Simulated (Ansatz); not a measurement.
# MgO (P-6m2) in Ansatz: notebook

One crystal, MgO, is run at these levels: HSE06, PBE0; tasks: band structure, single point, equation of state.

Program: Ansatz 0.2.0. These are calculated values, not measurements. Logs are shortened: lines on timing, memory, paths and dates and some standing lists are left out, and cuts for length are marked.

### Step 1. The crystal as given

The structure is hexagonal, space group P-6m2 (No. 187). Conventional cell: a = 2.938 Å, b = 2.938 Å, c = 2.680 Å, α = 90.00°, β = 90.00°, γ = 120.00°. Mg (site symmetry -6m2) is surrounded by 6 O at 2.16 Å. O (site symmetry -6m2) is surrounded by 6 Mg at 2.16 Å.

Measurements of this composition are mostly on another form, of space group No. 225.

### Step 2. Band structure, HSE06

The input, input:

```
crystal:
  lattice:
    - [2.9380209034, 0.0, 0.0]
    - [-1.4690104517, 2.5444007392, 0.0]
    - [0.0, 0.0, 2.67968]
  atoms:
    - { symbol: Mg, position: [0.0, 0.0, 0.0] }
    - { symbol: O, position: [0.3333333333, 0.6666666667, 0.5] }
hamiltonian:
  xc: hse06
  pseudopotentials: { kind: paw }
kpoints:
  mp_grid: { grid: [8, 8, 8] }
  band_path:
    path:
      - [[0.0, 0.0, 0.0], [0.5, 0.0, 0.0], [0.3333333333, 0.3333333333, 0.0], [0.0, 0.0, 0.0], [0.0, 0.0, 0.5], [0.5, 0.0, 0.5], [0.3333333333, 0.3333333333, 0.5], [0.0, 0.0, 0.5]]
      - [[0.5, 0.0, 0.5], [0.5, 0.0, 0.0]]
      - [[0.3333333333, 0.3333333333, 0.0], [0.3333333333, 0.3333333333, 0.5]]
    npoints: 4
scf:
  occupations: { method: fermi_dirac, width: 0.05 }
  n_extra_bands: 6
output:
  forces: true
  stress: true
  eigenvalues: true
  fatbands: false
  write_density: true
  write_potential: true
  elf: true
  volumetric_format: npy
```

Potentials or basis: Ansatz PAW.

Log:

```text
Warning: output.stress: scf.convergence.dr2_threshold = 1e-7 eV (the SCF's general default) is looser than the 2e-10 eV advised for a printed stress (1e-10 eV for each atom of the cell: 2). What an SCF threshold leaves in a stress goes as its square root, and in the free energy as the threshold itself, and one threshold admits the most on a small cell: of the crystals measured, under no hybrid functional and no lock of the moments, on runs that ended without the residual-converged pass, on stresses that held no estimate of that error, the worst erred by over 100 MPa in a component at 1e-7 eV an atom and by under 5 at 1e-10. Set scf.convergence.dr2_threshold to 2e-10 eV or tighter. The threshold is an SCF's pass mark: one that does not reach it within its budget of iterations ends unconverged, or closes short of it on a stop that the run arms, and scf.convergence.dr2_threshold's page says what that costs each kind of run
Warning: output.stress: scf.exx.energy_threshold = 1e-6 eV is looser than the 2e-8 eV advised for a stress under a hybrid functional (1e-8 eV for each atom of the cell: 2). Every SCF of the exchange loop can meet its threshold on dr2 while the loop round them stops early: no threshold on dr2 bounds what that leaves in the stress. Set scf.exx.energy_threshold to 2e-8 eV or tighter. The threshold is the loop's pass mark: a loop that does not reach it within its budget of cycles ends unconverged, and scf.exx.energy_threshold's page has the law
scf.n_extra_bands = 6 over 8 filled bands (N_el = 16.0): the run solves 14 bands
GPUs: using 1 of 1 available (devices: 1).
Engine: ansatz 0.2.0, x86_64-unknown-linux-gnu
Pseudopotentials: kind: paw
Pseudopotential: Mg, paw, valence charge 10, recommended cutoff 420 eV (normal), Mg.paw.azcp
Pseudopotential: O, paw, valence charge 6, recommended cutoff 420 eV (normal), O.paw.azcp
Functional definition: HSE06
  parameter a = 0.25
  parameter omega = 0.11/bohr
  exchange = pbe_x - a*pbe_x_sr(omega) + a*exact_x_sr(omega)
  correlation = pbe_c
device memory: the entry about to start is reckoned to put 0.6 GiB on a device that reports 41.3 GiB free (of which the cap on the GPU budget leaves the run 18.0 GiB)
GPU FFT provider: cuFFT
GPU libraries: cuBLAS 13.8.2, cuFFT 12.4.0, cuSOLVER 12.3.4
Crystal: 2 atoms, lattice volume = 20.032 Å³
Basis set: ecut = 420 eV, 393 PW (Γ), exchange–correlation on 40×40×36 points (8 copies of the dense FFT grid, shifted against one another)
Bands: 14, of which v1, the nominal top of the filled ones, is band 8 counted from 1 (7 counted from 0)
Symmetry: 12 space group operations
Space group: P-6m2 (ITA 187), of the structure as read, at distance tolerance 2.7e-5 Å
k-points: 50 of 512 (time reversal used)
Non-local potential: Mg, projectors of the file, l = 0: 3, l = 1: 2, l = 2: 1
Non-local potential: O, projectors of the file, l = 0: 2, l = 1: 2, l = 2: 1
PAW form: soft (Blöchl's): semilocal exchange-correlation on the pseudo side does not see the compensation charge
PAW frozen core: Mg, regenerated for the run's functional, and the local potential with it (the file was generated under x = pbe(κ = 0.804, μ = 0.2195149727645171), c = pbe(β = 0.06672455060314922))
PAW frozen core: O, regenerated for the run's functional, and the local potential with it (the file was generated under x = pbe(κ = 0.804, μ = 0.2195149727645171), c = pbe(β = 0.06672455060314922))
PAW one-centre angular grid: Mg, 110 points (default); XC on 96 Gauss nodes
PAW one-centre angular grid: O, 110 points (default); XC on 96 Gauss nodes
Initial density: superposition of atomic densities (neutral atoms: chi_scale 0, normalization atom), corrected by the library's trained network
Initial wavefunctions: pseudopotential atomic-orbital guess
GPU buffer pool allocated for 7200 grid points (all kernels)
GPU transforms: local potential and band sums: pruned to the plane-wave sphere, on 20×20×18
Functional: x = pbe(κ = 0.804, μ = 0.2195149727645171), c = pbe(β = 0.06672455060314922), warm-up for x = pbe(κ = 0.804, μ = 0.2195149727645171) + 0.25 (exact − pbe) at short range (hse, ω = 0.20786987370883472 Å⁻¹), c = pbe(β = 0.06672455060314922); HSE06 as pw.x's `hse` composes it (authors' and Libxc's form: `xc: wpbeh`)
SCF iter   1: F=—  HF=-2493.462918 eV  |F-HF|=—  |Δ(HF+E_count)|=         —  Δρ=2.11e-3  dr2=7.96e-4  ethr=1.77e-3  ⟨swp⟩=2.0  Hψ=4553  notcnv=0
preconditioner: auto → none  [insulator: Δε(μ)=2.999 eV  Ē_g=20.079 eV  σ=0.050 eV  W_gap=1.00  n_scr=8 (ndim 8)  ℏωp=23.5 eV  f_vac=0.000  D(μ)=0.00/eV (n_scr^D=0)]
SCF iter   2: F=-2493.463029 eV  HF=-2493.463007 eV  |F-HF|=2.19e-5  |Δ(HF+E_count)|=   8.88e-5  Δρ=8.54e-4  dr2=1.28e-4  ethr=4.98e-6  ⟨swp⟩=3.4  Hψ=1250  notcnv=0  defer=16
SCF 1 stopped early in 2 iterations: F = -2493.463029 eV  dr2 = 1.28e-4
device memory: the entry about to start is reckoned to put 1.3 GiB on a device that reports 41.2 GiB free (of which the cap on the GPU budget leaves the run 18.0 GiB)
GPU FFT provider: cuFFT
GPU libraries: cuBLAS 13.8.2, cuFFT 12.4.0, cuSOLVER 12.3.4
Initial density: handed on by an earlier stage of this run
Initial wavefunctions: those handed on with the density
GPU buffer pool allocated for 7200 grid points (all kernels)
GPU transforms: local potential and band sums: pruned to the plane-wave sphere, on 20×20×18
Functional: x = pbe(κ = 0.804, μ = 0.2195149727645171) + 0.25 (exact − pbe) at short range (hse, ω = 0.20786987370883472 Å⁻¹), c = pbe(β = 0.06672455060314922); HSE06 as pw.x's `hse` composes it (authors' and Libxc's form: `xc: wpbeh`)
Exchange kernel: α = 0.2500, screened, ω = 0.2079 Å⁻¹, Wigner–Seitz truncation, v(0) = 1046.4868 eV·Å³, q-mesh 8×8×8, nearest image of the exchange supercell L = 21.44 Å, pair-density grid 15×15×15, without the augmentation charges, whose exchange is taken in its separable form by FFT convolution over the k-point mesh (sized by the pseudopotential files, 18×18×18 at the most), smooth part of the exact exchange by density-matrix convolution in up to 2.28 GiB of GPU memory as planned if the GPU has room (build and FFT work areas not counted)
Frozen-core exchange: fock
SCF iter   1: F=—  HF=-2493.603076 eV  |F-HF|=—  |Δ(HF+E_count)|=         —  Δρ=7.69e-3  dr2=7.69e-3  ethr=7.98e-6  ⟨swp⟩=5.0  Hψ=2845  notcnv=0
preconditioner: auto → none  [insulator: Δε(μ)=4.577 eV  Ē_g=22.630 eV  σ=0.050 eV  W_gap=1.00  n_scr=8 (ndim 8)  ℏωp=23.5 eV  f_vac=0.000  D(μ)=0.00/eV (n_scr^D=0)]
SCF iter   2: F=—  HF=-2493.600310 eV  |F-HF|=—  |Δ(HF+E_count)|=   2.77e-3  Δρ=4.06e-3  dr2=1.54e-3  ethr=7.98e-6  ⟨swp⟩=3.0  Hψ=1420  notcnv=0
SCF iter   3: F=—  HF=-2493.603984 eV  |F-HF|=—  |Δ(HF+E_count)|=   3.67e-3  Δρ=1.88e-3  dr2=8.76e-4  ethr=6.96e-6  ⟨swp⟩=2.2  Hψ=1119  notcnv=0  defer=4
iter 4 solved again at ethr=2.17e-7 eV; its pass at ethr=5.33e-6 eV (dr2=3.47e-5 eV) is discarded
SCF iter   4: F=—  HF=-2493.603747 eV  |F-HF|=—  |Δ(HF+E_count)|=   2.38e-4  Δρ=4.84e-4  dr2=3.96e-5  ethr=2.17e-7  ⟨swp⟩=2.4  Hψ=2448  notcnv=0
SCF iter   5: F=—  HF=-2493.603772 eV  |F-HF|=—  |Δ(HF+E_count)|=   2.52e-5  Δρ=1.31e-4  dr2=5.85e-6  ethr=2.17e-7  ⟨swp⟩=3.0  Hψ=1176  notcnv=0
SCF iter   6: F=-2493.603771 eV  HF=-2493.603771 eV  |F-HF|=3.14e-8  |Δ(HF+E_count)|=   3.99e-7  Δρ=3.41e-5  dr2=1.71e-6  ethr=2.72e-8  ⟨swp⟩=3.1  Hψ=1584  notcnv=0  defer=3
SCF 2 stopped early in 6 iterations: F = -2493.603771 eV  dr2 = 1.71e-6
hybrid outer 1: dexx = +4.132e-3 eV, tail = 3.30e-5 eV
GPU FFT provider: cuFFT
GPU libraries: cuBLAS 13.8.2, cuFFT 12.4.0, cuSOLVER 12.3.4
GPU buffer pool allocated for 7200 grid points (all kernels)
GPU transforms: local potential and band sums: pruned to the plane-wave sphere, on 20×20×18
Exchange kernel: α = 0.2500, screened, ω = 0.2079 Å⁻¹, Wigner–Seitz truncation, v(0) = 1046.4868 eV·Å³, q-mesh 8×8×8, nearest image of the exchange supercell L = 21.44 Å, pair-density grid 15×15×15, without the augmentation charges, whose exchange is taken in its separable form by FFT convolution over the k-point mesh (sized by the pseudopotential files, 18×18×18 at the most), smooth part of the exact exchange by density-matrix convolution in up to 2.28 GiB of GPU memory as planned if the GPU has room (build and FFT work areas not counted)
Frozen-core exchange: fock
SCF iter   1: F=—  HF=-2493.603744 eV  |F-HF|=—  |Δ(HF+E_count)|=         —  Δρ=1.17e-4  dr2=2.32e-6  ethr=1.03e-6  ⟨swp⟩=3.0  Hψ=1459  notcnv=0
preconditioner: auto → none  [insulator: Δε(μ)=4.604 eV  Ē_g=22.604 eV  σ=0.050 eV  W_gap=1.00  n_scr=8 (ndim 8)  ℏωp=23.5 eV  f_vac=0.000  D(μ)=0.00/eV (n_scr^D=0)]
SCF iter   2: F=—  HF=-2493.603743 eV  |F-HF|=—  |Δ(HF+E_count)|=   7.76e-7  Δρ=9.34e-6  dr2=2.99e-8  ethr=1.40e-8  ⟨swp⟩=3.0  Hψ=1276  notcnv=0
SCF iter   3: F=-2493.603743 eV  HF=-2493.603743 eV  |F-HF|=9.35e-9  |Δ(HF+E_count)|=   1.28e-7  Δρ=8.27e-6  dr2=1.07e-8  ethr=3.02e-11  ⟨swp⟩=4.8  Hψ=2496  notcnv=0  defer=3
SCF 3 converged in 3 iterations: F = -2493.603743 eV  dr2 = 1.07e-8
  Residual-converged pass: ⟨swp⟩=2.1  Hψ=1048  notcnv=0  max |occ|·‖R‖ = 2.3e-6 eV (tolerance 2.4e-6 eV)  dr2=1.07e-8  dr2_onsite=1.74e-9  max |Δocc| = 0.0e0
hybrid outer 2: dexx = +1.087e-7 eV, tail = 3.31e-8 eV, Δε = 2.41e-3 eV (about 1.65e-4 eV left of the loop's levels)
device memory: the entry about to start is reckoned to put 0.3 GiB on a device that reports 67.5 GiB free (of which the cap on the GPU budget leaves the run 18.0 GiB)
NSCF: frozen V_eff on 39 k-points, pencils in batches of 32, up to order 64
hybrid SCF converged: 2 outer / 9 inner (+2 warm-up), last move |dexx| = 1.09e-7 eV, tail = 3.31e-8 eV
Stability not checked: this state was not tested for a lower state beside it, because the functional holds exact exchange (a hybrid, or Hartree-Fock), whose exchange loop this test does not read (fock_operator; see scf.lower_state_search)
Free energy (F): -2493.603743 eV
Frozen-core exchange: fock
Harris-Foulkes:  -2493.603743 eV  (|F-HF|=9.35e-9)
Internal energy: -2493.603743 eV  (E = F + TS)
E sigma→0 (E₀):  -2493.603743 eV
Fermi energy:    9.103775 eV
--- Per-component energies (eV) ---
  E_band       = -353.424296
  E_kinetic    = 255.374945
  E_local      = -1659.977244  (includes V_loc(G=0)·N_el)
  E_nonlocal   = 141.064146
  E_hartree    = 577.686900
  E_xc         = -84.501384
  E_vxc        = -107.261963  (∫ρ·V_xc dr)
  E_exx        = -71.235495  (= α·E_x^exact, valence–valence)
  E_paw        = -399.180633  (= ΣΔE_a)
  E_vpaw       = 4.470657  (= ΣTr[D̂ρ^β])
  E_aug_tail   = 0.002414  (compensation charges beyond the density's cutoff)
  E_ewald      = -1252.775852
  E_core_change = -0.061541  (= ΣΔE_core)
  E_smearing   = -0.000000  (= −TS)
  E_closure    = 0.000000  (closes the sum)
  Σ components = -2493.603743   (vs F -2493.603743, Δ=-4.55e-13)
--- Forces (eV/Å), atoms counted from 1 ---
  atom   1  Mg     0.00000000    -0.00000000    -0.00000000
  atom   2  O     -0.00000000     0.00000000     0.00000000
  max |Σ_I F_I| component: 1.02e-16 eV/Å
--- Stress (GPa, compression-positive) ---
       -5.222073       0.000000      -0.000000
        0.000000      -5.222073       0.000000
       -0.000000       0.000000      -6.593966
  P = ⅓ Tr σ = -5.6794 GPa (-56.794 kbar)
--- Band table (eV; the first three rows and the last of 50) ---
  k-point 0: bands = ["-71.0423", "-35.9271", "-35.9271", "-35.8704", "-12.2674", "6.1088", "6.1088", "6.3152", "11.3339", "20.4332", "24.2690", "24.2690", "28.5301", "29.9759"]
  k-point 1: bands = ["-71.0408", "-35.9255", "-35.9255", "-35.8875", "-12.1197", "5.2106", "6.1833", "6.1833", "12.1828", "20.6025", "24.4716", "24.4716", "28.9557", "30.0197"]
  k-point 2: bands = ["-71.0370", "-35.9286", "-35.9216", "-35.9216", "-11.7371", "3.2480", "6.3694", "6.3694", "13.7225", "20.3629", "25.0533", "25.0533", "28.9489", "28.9489"]
  k-point 49: bands = ["-71.0246", "-35.9669", "-35.9666", "-35.9490", "-10.3079", "2.9325", "3.6977", "4.5986", "14.6817", "19.5090", "22.0435", "23.5329", "25.8202", "29.7405"]
```

Run time: 54 s. Hardware: 1 × NVIDIA H100 80GB HBM3 with 2 threads of AMD EPYC 7R13 (Zen 3), shared host; peak memory 2.2 GiB.

What came out:

```yaml
Free_energy: -2493.6037 eV
Pressure: -5.7 GPa
Band_gap_on_the_k_mesh: 4.60 eV, indirect (least direct gap 5.02 eV)
Band_gap_along_the_path: 4.59 eV, indirect (least direct gap 5.02 eV)
```

Stress tensor (GPa, compression positive):
```
-5.22  0.00  0.00
 0.00 -5.22  0.00
 0.00  0.00 -6.59
```

Levels at the corners of the path, in eV from the valence-band top:
| point | band 5 | band 6 | band 7 | band 8 | band 9 | band 10 | band 11 | band 12 |
| --- | --- | --- | --- | --- | --- | --- | --- | --- |
| Γ | -19.01 | -0.63 | -0.63 | -0.42 | 4.59 | 13.69 | 17.53 | 17.53 |
| M | -17.90 | -5.18 | -1.41 | -0.05 | 8.30 | 12.66 | 15.01 | 20.13 |
| K | -17.76 | -3.91 | -3.87 | 0.00 | 10.30 | 13.44 | 13.50 | 21.44 |
| Γ | -19.01 | -0.63 | -0.63 | -0.42 | 4.59 | 13.69 | 17.53 | 17.53 |
| A | -17.85 | -5.67 | -0.09 | -0.09 | 10.10 | 10.98 | 19.54 | 19.54 |
| L | -17.13 | -3.98 | -3.59 | -0.89 | 7.49 | 13.28 | 16.19 | 17.15 |
| H | -17.03 | -3.77 | -2.67 | -2.64 | 8.02 | 12.41 | 15.63 | 16.83 |
| A | -17.85 | -5.67 | -0.09 | -0.09 | 10.10 | 10.98 | 19.54 | 19.54 |
| L | -17.13 | -3.98 | -3.59 | -0.89 | 7.49 | 13.28 | 16.19 | 17.15 |
| M | -17.90 | -5.18 | -1.41 | -0.05 | 8.30 | 12.66 | 15.01 | 20.13 |
| K | -17.76 | -3.91 | -3.87 | 0.00 | 10.30 | 13.44 | 13.50 | 21.44 |
| H | -17.03 | -3.77 | -2.67 | -2.64 | 8.02 | 12.41 | 15.63 | 16.83 |

Caveat: the pressure holds a Pulay correction of +0.4 GPa for the finite cutoff; the PAW data sets come from PBE, with cores solved anew for the run's functional, which leaves a small shift of forces and pressure; the thresholds are loose for stress.

(Part 1 of 2 ends here.)
